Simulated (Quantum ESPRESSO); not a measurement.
Cost and result for the electronic dielectric constant of KF

```
K F
1.0
     0.00000    2.67185    2.67185
     2.67185    0.00000    2.67185
     2.67185    2.67185    0.00000
K F
1 1
Cartesian
  0.0000 0.0000 0.0000
  2.6719 2.6719 2.6719
```

| rung | level | program and potentials | cutoff (eV) | k mesh | task | core time | chip | electronic dielectric constant | notes |
| --- | --- | --- | --- | --- | --- | --- | --- | --- | --- |
| GGA | PBE | Quantum ESPRESSO, PseudoDojo 0.4.1 SR PBE standard | 1143 | 6 × 6 × 6, shifted | dielectric tensor | 3.6 min | Arm Neoverse V1 | 1.98 | - |
| GGA | PBE | Quantum ESPRESSO, GBRV 1.5 PBE | 612 | 6 × 6 × 6, shifted | phonons | 3.7 min | Arm Neoverse V1 | 1.96 | cell relaxed first (19.66 Å³/atom) |
| LDA | LDA | Quantum ESPRESSO, GBRV 1.5 LDA | 612 | 6 × 6 × 6, shifted | phonons | 3.7 min | Arm Neoverse V1 | 2.10 | cell relaxed first (17.17 Å³/atom) |
| GGA | BLYP | Quantum ESPRESSO, PseudoDojo 0.4.1 SR PBE standard | 1143 | 6 × 6 × 6, shifted | dielectric tensor | 3.9 min | Arm Neoverse V1 | 1.98 | potentials made for PBE |
| GGA | WC | Quantum ESPRESSO, PseudoDojo 0.4.1 SR PBE standard | 1143 | 6 × 6 × 6, shifted | dielectric tensor | 4 min | Arm Neoverse V1 | 2.00 | potentials made for PBE |
| GGA | AM05 | Quantum ESPRESSO, PseudoDojo 0.4.1 SR PBE standard | 1143 | 6 × 6 × 6, shifted | dielectric tensor | 4 min | Arm Neoverse V1 | 1.99 | potentials made for PBE |
| GGA | RPBE | Quantum ESPRESSO, PseudoDojo 0.4.1 SR PBE standard | 1143 | 4 × 4 × 4, shifted | phonons | 4.5 min | Arm Neoverse V1 | 1.87 | potentials made for PBE; cell relaxed first (21.54 Å³/atom) |
| non-local van der Waals functional | vdW-DF-cx | Quantum ESPRESSO, PseudoDojo 0.4.1 SR PBE standard | 1143 | 4 × 4 × 4, shifted | phonons | 9.5 min | Arm Neoverse V1 | 1.98 | potentials made for PBE; cell relaxed first (19.17 Å³/atom) |

Times are single runs on shared hosts, so they are rough; meshes, cutoffs and the tasks' sizes weigh on the time. All rows: no spin polarisation. The cell comes from a database and isn't always the measured one. Meshes differ between rows, which moves values too. All levels ran on this one cell, unrelaxed unless noted. Meshes are those of the run's cell of 2 atoms unless a note names another. Runs on faulty files, with rough fits or with known faults for this quantity aren't shown. No row holds spin-orbit coupling.

By rung: LDA in relaxed cells 2.10; GGA 1.98 to 2.00; GGA in relaxed cells 1.87 to 1.96; non-local van der Waals functional in relaxed cells 1.98.
